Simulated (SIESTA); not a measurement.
Input of a SIESTA 5.4.2 run:

File run.py:

```python
from ase import Atoms
from ase.calculators.siesta import Siesta
from ase.units import Ry, GPa

atoms = Atoms(
    ['Pb', 'Te'],
    cell=[
        [0.0, 3.231, 3.231],
        [3.231, 0.0, 3.231],
        [3.231, 3.231, 0.0],
    ],
    scaled_positions=[
        [0.0, 0.0, 0.0],
        [0.5, 0.5, 0.5],
    ],
    pbc=True,
)

fdf = {
    'SCFMustConverge': False,
    'XC.Mix': ['2', 'LDA LIBXC-00-LDA_X 1.0 0.0', 'LDA LIBXC-00-LDA_C_VWN 0.0 1.0'],
    'OccupationFunction': 'FD',
    'ElectronicTemperature': '0.05 eV',
    'MaxSCFIterations': '120',
    'SCF.Mixer.Method': 'Pulay',
    'SCF.Mixer.Weight': '0.25',
    'SCF.Mixer.History': '8',
    'SCF.DM.Tolerance': '5.0e-05',
    'SCF.H.Tolerance': '1.0e-03 eV',
    'WriteForces': 'true',
    'Charge.Mulliken': 'end',
    'BandLinesScale': 'ReciprocalLatticeVectors',
    'BandLines': ['  1    0.000000   0.000000   0.000000  \\Gamma', ' 12    0.500000   0.000000   0.500000  X', '  6    0.500000   0.250000   0.750000  W', '  4    0.375000   0.375000   0.750000  K', ' 13    0.000000   0.000000   0.000000  \\Gamma', ' 11    0.500000   0.500000   0.500000  L', '  8    0.625000   0.250000   0.625000  U', '  4    0.500000   0.250000   0.750000  W', '  9    0.500000   0.500000   0.500000  L', '  8    0.375000   0.375000   0.750000  K', '  1    0.625000   0.250000   0.625000  U', '  4    0.500000   0.000000   0.500000  X'],
}
calc = Siesta(
    label="TePb",
    command="siesta < PREFIX.fdf > PREFIX.out",
    pseudo_path="pseudos",
    pseudo_qualifier="",
    xc=('GGA', 'PBE'),
    basis_set="DZP",
    mesh_cutoff=500 * Ry,
    energy_shift=0.002 * Ry,
    kpts=[7, 7, 7],
    spin="non-polarized",
    fdf_arguments=fdf,
)
atoms.calc = calc

print(f"energy = {atoms.get_potential_energy():.6f} eV")
free = atoms.get_potential_energy(force_consistent=True)
print(f"free energy = {free:.6f} eV")
print("forces (eV/A):")
print(atoms.get_forces(apply_constraint=False).round(6))
print("stress (GPa, Voigt order, tension positive):", (atoms.get_stress() / GPa).round(4))
```

Potentials or basis: PseudoDojo 0.4 standard (LDA files), DZP (energy shift 0.002 Ry).

The run is started by

```console
$ python run.py
```

**Question.** What does it give for the band gap along the path?

**Answer.** 0.69 eV, direct.

**Question.** Predict the pressure.

**Answer.** -0.9 GPa.

Levels at the corners of the path, in eV from the Fermi level:
| point | band 11 | band 12 | band 13 | band 14 | band 15 | band 16 | band 17 | band 18 | band 19 | band 20 |
| --- | --- | --- | --- | --- | --- | --- | --- | --- | --- | --- |
| Γ | -12.48 | -6.20 | -1.67 | -1.67 | -1.67 | 3.70 | 3.70 | 3.70 | 5.70 | 5.70 |
| X | -10.81 | -7.85 | -4.90 | -3.16 | -3.16 | 3.10 | 5.19 | 5.19 | 6.29 | 10.42 |
| W | -10.65 | -8.52 | -4.16 | -4.16 | -0.72 | 1.27 | 4.99 | 4.99 | 6.66 | 6.66 |
| K | -10.71 | -8.49 | -4.51 | -2.65 | -2.47 | 3.29 | 3.39 | 4.97 | 5.59 | 9.01 |
| Γ | -12.48 | -6.20 | -1.67 | -1.67 | -1.67 | 3.70 | 3.70 | 3.70 | 5.70 | 5.70 |
| L | -11.05 | -9.10 | -1.22 | -1.22 | -0.39 | 0.30 | 0.90 | 0.90 | 8.59 | 9.49 |
| U | -10.71 | -8.49 | -4.51 | -2.65 | -2.47 | 3.29 | 3.39 | 4.97 | 5.59 | 9.01 |
| W | -10.65 | -8.52 | -4.16 | -4.16 | -0.72 | 1.27 | 4.99 | 4.99 | 6.66 | 6.66 |
| L | -11.05 | -9.10 | -1.22 | -1.22 | -0.39 | 0.30 | 0.90 | 0.90 | 8.59 | 9.49 |
| K | -10.71 | -8.49 | -4.51 | -2.65 | -2.47 | 3.29 | 3.39 | 4.97 | 5.59 | 9.01 |
| U | -10.71 | -8.49 | -4.51 | -2.65 | -2.47 | 3.29 | 3.39 | 4.97 | 5.59 | 9.01 |
| X | -10.81 | -7.85 | -4.90 | -3.16 | -3.16 | 3.10 | 5.19 | 5.19 | 6.29 | 10.42 |

Caveat: this odd mesh misses L, where the gap lies, so gap, dielectric constants and Born charges aren't listed; semicore shells carry a single zeta, which can move pressures by several GPa and volumes by a few percent; spin-orbit coupling is left out, which moves the levels of the heavy elements; the basis of atomic orbitals isn't converged, which shifts pressures, moduli and gaps.

**Measured values to compare with.**

A printed reference work, monograph reports, for a bulk crystal of TePb at 4.2 K: band gap 0.19 eV (direct).

Measured gap of TePb: 0.19 eV (direct; 4.2 K; a printed reference work, monograph). This calculation gives 0.69 eV (+0.50 eV). Spin-orbit coupling on Pb, Te is left out. The value is that of SVWN5 in an atomic basis (PseudoDojo 0.4 standard (LDA files), DZP (energy shift 0.002 Ry)), whose error adds to the functional's,, without temperature or zero-point motion.
